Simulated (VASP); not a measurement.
CdS: Born charges and dielectric tensor with LDA

The system is CdS.

```xyz
2
Lattice="0.0000 2.8855 2.8855 2.8855 0.0000 2.8855 2.8855 2.8855 0.0000" Properties=species:S:1:pos:R:3 pbc="T T T"
Cd    0.0000    0.0000    0.0000
S     4.3282    4.3282    4.3282
```

The cell is a database's computed one.

* Program: VASP 6.6.1
* Task: Born charges and dielectric tensor
* Functional: LDA
* Potentials or basis: VASP PAW LDA potentials, release 64 (Cd, S)
* Cutoff: 600 eV
* k mesh: 10 × 10 × 10
* Occupations: gaussian, width 0.02 eV
* Spin: no spin polarisation
* Further INCAR settings: ALGO = Fast; EDIFF = 1e-08; IBRION = 8; NSW = 1

```json
{"Band gap on the k mesh": "0.96 eV, direct", "Electronic dielectric tensor (diagonal)": "6.86", "Born charges (mean of the diagonal)": "Cd +2.15; S -2.15 e", "Highest phonon frequency at Γ, LO-TO splitting left out": "245 cm⁻¹"}
```

Levels at points of the mesh, in eV from the valence-band top:
| k point | band 5 | band 6 | band 7 | band 8 | band 9 | band 10 | band 11 | band 12 | band 13 |
| --- | --- | --- | --- | --- | --- | --- | --- | --- | --- |
| (0.00, 0.00, 0.00) | -7.38 | -7.38 | 0.00 | 0.00 | 0.00 | 0.96 | 6.35 | 6.35 | 6.35 |
| (0.50, 0.00, 0.00) | -7.33 | -6.96 | -4.72 | -0.82 | -0.82 | 2.83 | 6.84 | 6.84 | 7.32 |
| (0.50, 0.50, 0.00) | -7.28 | -6.89 | -4.20 | -2.04 | -2.04 | 3.25 | 4.20 | 9.10 | 10.74 |

Phonon frequencies in cm⁻¹ (negative: imaginary):
```tsv
q point	frequencies
(0.000, 0.000, 0.000)	0 0 0 245 245 245
```

Electronic dielectric tensor:
```
6.86 0.00 0.00
0.00 6.86 0.00
0.00 0.00 6.86
```

Born effective charge tensors (e):
atom 1, Cd
```
2.15 0.00 0.00
0.00 2.15 0.00
0.00 0.00 2.15
```
atom 2, S
```
-2.15  0.00  0.00
 0.00 -2.15  0.00
 0.00  0.00 -2.15
```

Run time: 11 min on 1 thread of Intel(R) Xeon(R) Platinum 8488C (Sapphire Rapids), with other jobs on the host, peak memory 0.46 GiB.

As with any semilocal functional, this LDA gap is likely too small.
